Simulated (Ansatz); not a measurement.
# Graphene monolayer in a perpendicular field, part 2 of 4

What dipole does a perpendicular field induce in the graphene monolayer? A positive field points along +c.

Ansatz 0.2.0; plane-wave DFT, PBEsol-D3(BJ), Ansatz PAW (the session's first sound run).

So far. Step 2 (Relaxing the slab): The lattice constant a goes from 2.467 to 2.459 Å.

In doubt: Bader basins on short bonds can need a finer grid (steps 3, 7), which would bear on Bader charges.

## 3. Single point, field 0

A sawtooth potential applies the field, turning back in the middle of the vacuum. With the dipole correction the typed value is the field outside the slab. The induced dipole is small, so the SCF threshold is tight.

input.yaml reads:

```yaml
crystal:
  lattice:
    - [2.4585592931, 0.0, 0.0]
    - [-1.2292796466, 2.1291748045, 0.0]
    - [0.0, 0.0, 18.0]
  atoms:
    - { symbol: C, position: [0.6666666667, 0.3333333333, 0.5] }
    - { symbol: C, position: [0.3333333333, 0.6666666667, 0.5] }
kpoints:
  mp_grid: { grid: [24, 24, 1] }
  band_path:
    path: [[0, 0, 0], [0.5, 0, 0], [0.33333333, 0.33333333, 0], [0, 0, 0]]
    npoints: 16
hamiltonian:
  xc: pbesol
  dispersion: d3bj
scf:
  occupations: { method: fermi_dirac, width: 0.05 }
  convergence: { dr2_threshold: 1.0e-10 }
efield:
  axis: 3
  dipole_correction: true
  ramp_position: 0.97
  ramp_width: 0.06
  amplitude: 0
output:
  dos: { projected: true, e_range: [-6, 5] }
  bader: true
  write_potential: true
  write_density: true
  volumetric_format: npy
  elf: true
```

The run is started by

```bash
$ ansatz run input.yaml --threads 2 --pin off --max-ram 3072MiB --backend cpu --events-out ev --progress --plain --runs-dir out
```

Numbers of over 12 decimals in the logs are rounded to 6 here.

Log:

```text
[...]
Crystal: 2 atoms, lattice volume = 94.225 Å³
Basis set: ecut = 420 eV, 1783 PW (Γ)
Bands: 8, of which v1, the nominal top of the filled ones, is band 4 counted from 1 (3 counted from 0)
Symmetry: 12 space group operations
k-points: 61 of 576
[...]
SCF iter   1: F=—  HF=-493.470806 eV  |F-HF|=—  |Δ(HF+E_count)|=         —  Δρ=1.85e-3  dr2=1.67e-3  ethr=1.77e-3  p=0.000 e·Å  D=3.29e-15 V/Å  ΔV_dip=-0.00 eV  dr2_dipole=1.26e-10  V_vac-E_F(+/−)=4.33/4.33 eV  ⟨swp⟩=5.8  Hψ=3799  notcnv=0
efield: sawtooth ramp at fractional position 0.9700 (set: `efield.ramp_position`, or a place that a band, a saddle search or an elastic batch's reference lends), width 0.0600; the density the first Hamiltonian is built on has a dipole p = 0.000 e·Å; the dipole correction subtracts the counter field D = 3.29e-15 V/Å, which shifts the + side's vacuum level by -0.00 eV against the − side's; the planar-averaged density in the ramp window peaks in size at 6.1e-6 e/Å³
[...]
SCF iter   2: F=—  HF=-493.472515 eV  |F-HF|=—  |Δ(HF+E_count)|=   1.71e-3  Δρ=2.65e-4  dr2=3.57e-5  ethr=2.09e-5  p=-0.000 e·Å  D=-1.71e-5 V/Å  ΔV_dip=0.00 eV  dr2_dipole=1.02e-9  V_vac-E_F(+/−)=4.30/4.30 eV  ⟨swp⟩=3.2  Hψ=1628  notcnv=0
[...]
SCF iter   7: F=-493.472508 eV  HF=-493.472508 eV  |F-HF|=2.67e-12  |Δ(HF+E_count)|=  5.69e-11  Δρ=6.10e-8  dr2=9.83e-12  ethr=1.25e-12  p=0.000 e·Å  D=7.36e-7 V/Å  ΔV_dip=-0.00 eV  dr2_dipole=1.35e-12  V_vac-E_F(+/−)=4.31/4.31 eV  ⟨swp⟩=5.2  Hψ=2176  notcnv=0
SCF 1 converged in 7 iterations: F = -493.472508 eV  dr2 = 9.83e-12
[...]
NSCF: frozen V_eff on 49 k-points
efield: sawtooth ramp at fractional position 0.9700 (kept from the solve that this one continues, or follows in the run), width 0.0600; the density the first Hamiltonian is built on has a dipole p = 0.000 e·Å; the dipole correction subtracts the counter field D = 7.36e-7 V/Å, which shifts the + side's vacuum level by -0.00 eV against the − side's; the planar-averaged density in the ramp window peaks in size at 5.4e-8 e/Å³
WARN: The output density's exchange-correlation potential varies sharply where the density is thin. Do not read a vacuum level from v_tot or v_xc, or from such a field of the output density. On a cell that repeats whose density bears no net charge and no dipole along the vacuum's axis use v_es (v_loc + v_h of the components); under efield.dipole_correction with no amplitude use v_es + v_field, which holds any externa [...]
SCF converged after 7 iterations
Free energy (F): -493.472508 eV
[...]
Internal energy: -493.472027 eV  (E = F + TS)
E sigma→0 (E₀):  -493.472268 eV
Entropy (-TS):   -0.000481 eV (-0.241 meV/atom)
Fermi energy:    -2.195267 eV
Dipole field:    D = -0.000002 V/Å  (p = -0.000001 e·Å, saw-weighted, corrected)
Work function:   Φ+ = 4.3065 eV   Φ− = 4.3066 eV
Levels:          The Fermi level and band energies are counted from a zero that moves with the ramp; work functions are not
[...]
--- Band table (eV; the first three rows and the last of 61) ---
[...]
--- Bader charges: 2 sites ---
  site symbol  charge [e]  shift [e]
     0      C      0.0000     0.0000
     1      C      0.0000     0.0000
  estimated error of the sums over rays = 2.3e-4 e
```

The job ended after 11 s (2 threads of Intel Xeon 6975P-C (Granite Rapids), shared host; peak memory 0.42 GiB; 20 s of CPU time).

The column dr2 measures how far the density is from self-consistency, as an energy; F and HF (Harris–Foulkes) agree once it is small.

Numbers from this step:

```
energy at zero smearing   : -493.4723 eV
work function, upper face : 4.307 eV
dipole along the normal   : -8.04e-7 e·Å
```

Running mean over a fixed 2.7 Å (it still follows the layers) of the planar mean; the ramp of the sawtooth is left out. Table of electron's electrostatic potential energy less the Fermi level by z:

```csv
z (Å),electron's electrostatic potential energy less the Fermi level (eV)
3.0,4.31
3.5,4.31
4.0,4.31
4.5,4.31
5.0,4.31
5.5,4.30
6.0,4.28
6.5,4.15
7.0,3.39
7.5,-0.248
8.0,-5.60
8.5,-7.51
9.0,-7.78
9.5,-7.51
10.0,-5.60
10.5,-0.248
11.0,3.39
11.5,4.15
12.0,4.28
12.5,4.30
13.0,4.31
13.5,4.31
14.0,4.31
14.5,4.31
15.0,4.31
```

The density of states has structure finer than the step of the table below, so its rows give means over 0.25 eV, whole bins alone (the curve runs from -6 to 1.99 eV). Peaks (eV: height): -5.340: 0.854, -2.390: 0.797, 1.640: 1.16, 1.720: 0.976.

The density of states by energy, zero at the Fermi level; means over each step:

```
energy (eV)  density of states (states/eV a cell)
      -5.75                                 0.646
      -5.50                                 0.582
      -5.25                                 0.766
      -5.00                                 0.650
      -4.75                                 0.612
      -4.50                                 0.596
      -4.25                                 0.579
      -4.00                                 0.571
      -3.75                                 0.555
      -3.50                                 0.560
      -3.25                                 0.557
      -3.00                                 0.434
      -2.75                                 0.398
      -2.50                                 0.538
      -2.25                                 0.428
      -2.00                                 0.311
      -1.75                                 0.231
      -1.50                                 0.189
      -1.25                                 0.152
      -1.00                                 0.110
      -0.75                                0.0875
      -0.50                                0.0447
      -0.25                                0.0224
       0.00                               0.00586
       0.25                                0.0236
       0.50                                0.0472
       0.75                                 0.102
       1.00                                 0.131
       1.25                                 0.206
       1.50                                 0.328
       1.75                                 0.669
```

The projected DOS per atom has structure finer than the step of the table below, so its rows give means over 0.25 eV, whole bins alone (the curve runs from -5.96 to 1.96 eV). Peaks (eV: height): -5.330: 0.412, -2.450: 0.313, 1.690: 0.379.

Layers: C2 from below. Projected DOS per atom against energy from the Fermi level; means over each step:

energy from the Fermi level (eV), projected DOS per atom (states/eV) and a bar:
```
    -5.75      0.323 ##########################
    -5.50      0.299 ########################
    -5.25      0.371 ##############################
    -5.00      0.324 ##########################
    -4.75      0.304 #########################
    -4.50      0.296 ########################
    -4.25      0.288 #######################
    -4.00      0.284 #######################
    -3.75      0.277 ######################
    -3.50      0.278 ######################
    -3.25      0.277 ######################
    -3.00      0.218 #################
    -2.75      0.199 ################
    -2.50      0.269 ######################
    -2.25      0.220 ##################
    -2.00      0.157 #############
    -1.75      0.117 #########
    -1.50      0.094 #######
    -1.25      0.075 ######
    -1.00      0.055 ####
    -0.75      0.043 ###
    -0.50      0.023 ##
    -0.25      0.011 #
     0.00      0.004 
     0.25      0.012 #
     0.50      0.024 ##
     0.75      0.049 ####
     1.00      0.065 #####
     1.25      0.102 ########
     1.50      0.171 ##############
     1.75      0.298 ########################
```

The electronic bands at the labelled points (eV, zero at the Fermi level):

| point | band 2 | band 3 | band 4 | band 5 | band 6 | band 7 | band 8 |
| --- | --- | --- | --- | --- | --- | --- | --- |
| Γ | -7.71 | -3.00 | -3.00 | 3.37 | 4.18 | 4.45 | 5.70 |
| halfway | -7.41 | -5.96 | -5.05 | 5.38 | 6.21 | 6.52 | 7.29 |
| M | -13.30 | -6.44 | -2.38 | 1.66 | 7.43 | 11.26 | 11.40 |
| halfway | -12.89 | -8.27 | -1.78 | 1.45 | 9.99 | 11.64 | 11.81 |
| K | -12.56 | -10.68 | 0.00 | 0.00 | 10.52 | 12.99 | 12.99 |
| halfway | -7.74 | -6.44 | -5.40 | 6.05 | 6.43 | 6.89 | 7.20 |
| Γ | -7.71 | -3.00 | -3.00 | 3.37 | 4.18 | 4.45 | 5.70 |

The electronic bands as a text plot (rows in eV, shown from -8.0 to 5.7 only):

```
    5.4 |*     **  * *                             *  *  ***    *
    4.8 |  ***** **   **                         **    ** *****
    4.3 |****  **                                        *** ****
    3.7 |  ****         *                       *           ***
    3.1 |**              *                                     **
    2.6 |                 **                   *
    2.0 |                   *                **
    1.4 |                    ********       *
    0.8 |                            **   **
    0.3 |                              ***
   -0.3 |                              **
   -0.9 |                             *   **
   -1.4 |                           **      *
   -2.0 |                       ****         **
   -2.6 |                   ****               *
   -3.1 |****            ***                                 ****
   -3.7 |   ***         *                       *           ***
   -4.3 |    ****     **                         **      ****
   -4.9 |      * *** *                             *      **
   -5.4 |           **                              ** ***
   -6.0 |       *  *  ****                            ***
   -6.6 |       ***       ******                    ** ***
   -7.1 |    ***   *            **                 *  *   ***
   -7.7 |****                     *              ** **       ****
         Γ                   M           K                      Γ
```

Valence density in the ca plane at fractional y = 0.333, with atoms of C within 0.2 Å of it. It is the smooth field of the valence electrons, not physical close to the nuclei.

Values in e/Å³, 5 rows by 16 columns, each cell a mean:
```
0.0 0.0 0.0 0.0 0.0 0.0 0.0 0.7 1.0 0.0 0.0 0.0 0.0 0.0 0.0 0.0
0.0 0.0 0.0 0.0 0.0 0.0 0.0 0.8 1.1 0.1 0.0 0.0 0.0 0.0 0.0 0.0
0.0 0.0 0.0 0.0 0.0 0.0 0.0 0.7 1.0 0.0 0.0 0.0 0.0 0.0 0.0 0.0
0.0 0.0 0.0 0.0 0.0 0.0 0.0 0.4 0.6 0.0 0.0 0.0 0.0 0.0 0.0 0.0
0.0 0.0 0.0 0.0 0.0 0.0 0.0 0.4 0.6 0.0 0.0 0.0 0.0 0.0 0.0 0.0
```
Columns run along c (18.0 Å), rows up along a (2.5 Å). Atoms in or near the plane, at fractional coordinates: C at (0.50, 0.67).

ELF in the ca plane at fractional y = 0.333, with atoms of C within 0.2 Å of it. It is the smooth field of the valence electrons, not physical close to the nuclei.

Ten even steps from '0' (0.00) to '9' (0.78), each cell a mean:
```
00000000000000000015899963000000000000000000
00000000000000000026854774100000000000000000
00000000000000000026831674100000000000000000
00000000000000000025876874100000000000000000
00000000000000000014899963000000000000000000
00000000000000000013688742000000000000000000
00000000000000000013577641000000000000000000
00000000000000000013689852000000000000000000
```
Columns run along c (18.0 Å), rows up along a (2.5 Å). Atoms in or near the plane, at fractional coordinates: C at (0.50, 0.67).

Electrostatic potential energy in the ca plane at fractional y = 0.333, with atoms of C within 0.2 Å of it. With pseudopotentials it is smooth inside the atoms' cores, unlike the true potential.

Ten even steps from '0' (-20 eV) to '9' (2 eV), each cell a mean:
```
99999999999999999999610489999999999999999999
99999999999999999998400079999999999999999999
99999999999999999998300079999999999999999999
99999999999999999998400179999999999999999999
99999999999999999999720489999999999999999999
99999999999999999999742689999999999999999999
99999999999999999999742689999999999999999999
99999999999999999999743689999999999999999999
```
Columns run along c (18.0 Å; values clipped at the 3rd and 97th percentile), rows up along a (2.5 Å). Atoms in or near the plane, at fractional coordinates: C at (0.50, 0.67).

The work function of the upper face is 4.31 eV.

## 4. Single point, field 0.1 V/Å

Edit input.yaml of step 3 so:

```diff
@@ -24,6 +24,4 @@
   ramp_width: 0.06
-  amplitude: 0
+  amplitude: 0.1
 output:
-  dos: { projected: true, e_range: [-6, 5] }
-  bader: true
   write_potential: true
@@ -31,2 +29 @@
   volumetric_format: npy
-  elf: true
```

Log:

```text
[...]
Crystal: 2 atoms, lattice volume = 94.225 Å³
Basis set: ecut = 420 eV, 1783 PW (Γ)
Bands: 8, of which v1, the nominal top of the filled ones, is band 4 counted from 1 (3 counted from 0)
Symmetry: 12 space group operations
k-points: 61 of 576
[...]
Internal energy: -493.472328 eV  (E = F + TS)
E sigma→0 (E₀):  -493.472569 eV
Entropy (-TS):   -0.000481 eV (-0.241 meV/atom)
Fermi energy:    -2.195531 eV
Dipole field:    D = 0.011559 V/Å  (p = 0.006019 e·Å, saw-weighted, corrected)
Work function:   not extracted (applied field tilts the vacuum); planar V_es + V_field profile in the machine report
[...]
--- Band table (eV; the first three rows and the last of 61) ---
[...]
[key lines of the parts left out:]
SCF converged after 8 iterations
Free energy (F): -493.472809 eV
```

It took 3.6 s on 2 threads; peak memory 0.4 GiB; 6.6 s of CPU time.

The dipole is 0.00602 e·Å.

## 5. Single point, field -0.1 V/Å

Edit input.yaml of step 4 so:

```diff
@@ -24,3 +24,3 @@
   ramp_width: 0.06
-  amplitude: 0.1
+  amplitude: -0.1
 output:
```

Log:

```text
[...]
Crystal: 2 atoms, lattice volume = 94.225 Å³
Basis set: ecut = 420 eV, 1783 PW (Γ)
Bands: 8, of which v1, the nominal top of the filled ones, is band 4 counted from 1 (3 counted from 0)
Symmetry: 12 space group operations
k-points: 61 of 576
[...]
Internal energy: -493.472328 eV  (E = F + TS)
E sigma→0 (E₀):  -493.472569 eV
Entropy (-TS):   -0.000481 eV (-0.241 meV/atom)
Fermi energy:    -2.195530 eV
Dipole field:    D = -0.011559 V/Å  (p = -0.006019 e·Å, saw-weighted, corrected)
Work function:   not extracted (applied field tilts the vacuum); planar V_es + V_field profile in the machine report
[...]
--- Band table (eV; the first three rows and the last of 61) ---
[...]
[key lines of the parts left out:]
SCF converged after 8 iterations
Free energy (F): -493.472809 eV
```

Wall time 3.5 s (2 threads); peak memory 0.38 GiB.

The dipole is -0.00602 e·Å.

## 6. Atoms held, field 0.5 V/Å

Edit input.yaml of step 5 so:

```diff
@@ -24,3 +24,3 @@
   ramp_width: 0.06
-  amplitude: -0.1
+  amplitude: 0.5
 output:
```

Log:

```text
[...]
Crystal: 2 atoms, lattice volume = 94.225 Å³
Basis set: ecut = 420 eV, 1783 PW (Γ)
Bands: 8, of which v1, the nominal top of the filled ones, is band 4 counted from 1 (3 counted from 0)
Symmetry: 12 space group operations
k-points: 61 of 576
[...]
Internal energy: -493.479552 eV  (E = F + TS)
E sigma→0 (E₀):  -493.479793 eV
Entropy (-TS):   -0.000481 eV (-0.241 meV/atom)
Fermi energy:    -2.201789 eV
Dipole field:    D = 0.057832 V/Å  (p = 0.030114 e·Å, saw-weighted, corrected)
Work function:   not extracted (applied field tilts the vacuum); planar V_es + V_field profile in the machine report
[...]
--- Band table (eV; the first three rows and the last of 61) ---
[...]
[key lines of the parts left out:]
SCF converged after 10 iterations
Free energy (F): -493.480034 eV
```

Elapsed: 4 s, on 2 threads; peak memory 0.4 GiB.

The dipole is 0.0301 e·Å.

## 7. Atoms held, field -0.3 V/Å

Edit input.yaml of step 6 so:

```diff
@@ -24,4 +24,6 @@
   ramp_width: 0.06
-  amplitude: 0.5
+  amplitude: -0.3
 output:
+  dos: { projected: true, e_range: [-6, 5] }
+  bader: true
   write_potential: true
@@ -29 +31,2 @@
   volumetric_format: npy
+  elf: true
```

Log:

```text
[...]
Crystal: 2 atoms, lattice volume = 94.225 Å³
Basis set: ecut = 420 eV, 1783 PW (Γ)
Bands: 8, of which v1, the nominal top of the filled ones, is band 4 counted from 1 (3 counted from 0)
Symmetry: 12 space group operations
k-points: 61 of 576
[...]
Dipole field:    D = -0.034680 V/Å  (p = -0.018059 e·Å, saw-weighted, corrected)
Work function:   not extracted (applied field tilts the vacuum); planar V_es + V_field profile in the machine report
[...]
--- Band table (eV; the first three rows and the last of 61) ---
[...]
--- Bader charges: 2 sites ---
  site symbol  charge [e]  shift [e]
     0      C      0.0000     0.0000
     1      C      0.0000     0.0000
  estimated error of the sums over rays = 2.3e-4 e
[key lines of the parts left out:]
SCF converged after 8 iterations
Free energy (F): -493.475217 eV
Fermi energy:    -2.197626 eV
```

The job ended after 9 s (2 threads; peak memory 0.4 GiB).

The dipole is -0.0181 e·Å.

## 8. Response, atoms held

This step: plane-wave DFT, PBEsol-D3(BJ), Ansatz PAW; response to a field along the normal, atoms held (Ansatz 0.2.0).

The dipoles give the slope, and the difference of two potentials shows where the field is screened.

Numbers from this step:

```
equivalent conductor thickness p/(ε₀AE) : 2.081 Å
distance between the outer atoms        : 0 Å
```

Table of dipole of the cell by applied field:

```csv
applied field (V/Å),dipole of the cell (e·Å)
-0.300,-0.0181
-0.100,-0.00602
0.000,-8.0e-7
0.100,0.00602
0.500,0.0301
```

Local field over the applied field, running mean. From the potentials at -0.1 and 0.1 V/Å; running mean over 2.5 Å. The local field over applied field by z:

z (Å), local field over applied field and a bar from the least value:
```
     4.03      1.000 ##############################
     4.32      1.000 ##############################
     4.75      0.999 ##############################
     5.04      0.999 ##############################
     5.47      0.996 ##############################
     5.76      0.990 ##############################
     6.05      0.980 #############################
     6.48      0.943 ############################
     6.77      0.894 #########################
     7.06      0.820 ######################
     7.49      0.676 ################
     7.78      0.577 ############
     8.21      0.433 ######
     8.50      0.351 ##
     8.78      0.300 
     9.22      0.300 
     9.50      0.351 ##
     9.79      0.433 ######
    10.22      0.577 ############
    10.51      0.676 ################
    10.94      0.820 ######################
    11.23      0.894 #########################
    11.52      0.943 ############################
    11.95      0.980 #############################
    12.24      0.990 ##############################
    12.53      0.996 ##############################
    12.96      0.999 ##############################
    13.25      0.999 ##############################
    13.68      1.000 ##############################
    13.97      1.000 ##############################
```

Electrons, planar mean, per unit field. Induced electron density against z:

```csv
z (Å),induced electron density (e/Å³ per V/Å)
4.03,1.5e-7
4.32,4.2e-7
4.61,9.6e-7
4.90,2.4e-6
5.04,3.9e-6
5.33,8.8e-6
5.62,2.2e-5
5.90,4.8e-5
6.19,1.1e-4
6.48,2.3e-4
6.77,4.9e-4
7.06,9.7e-4
7.20,0.00134
7.49,0.00239
7.78,0.00366
8.06,0.00439
8.35,0.00333
8.64,4.1e-4
8.93,-3.8e-4
9.07,3.8e-4
9.36,-4.1e-4
9.65,-0.00333
9.94,-0.00439
10.22,-0.00366
10.51,-0.00239
10.80,-0.00134
10.94,-9.7e-4
11.23,-4.9e-4
11.52,-2.3e-4
11.81,-1.1e-4
12.10,-4.8e-5
12.38,-2.2e-5
12.67,-8.8e-6
12.96,-3.9e-6
13.10,-2.4e-6
13.39,-9.6e-7
13.68,-4.2e-7
13.97,-1.5e-7
```

By hand: between -0.1 and 0.1 V/Å the dipole changes by 0.01204 e·Å, a slope of 0.06019 e·Å²/V. A perfect conductor of thickness t has p = ε₀AEt, so t = 180.95 × 0.06019 / 5.235 = 2.08 Å (e/ε₀ = 180.95 V·Å, A in Å²).

The induced dipole is that of a conductor 2.08 Å thick.

[end of part 2 of 4]

[Logs are printed without paths, hosts, clocks, repeated set-up lines and the standing remarks that a program may print on its own settings, such as how far it seeks lower states.]

[Hosts, paths, dates, database ids (printed as entryN), source tags and the programs' standing remarks are cut or masked in the printed files.]

[Maps of the electrostatic potential energy from Ansatz leave out the sawtooth potential of an applied field or a dipole correction, so their vacuum need not be flat; planar profiles and work functions include it.]

[The density of states shown here was stored with 400 of the rows of the run's finer table, so its peaks can read low, often by over a quarter, or be missed, and its means over a window can be off by a tenth or more.]
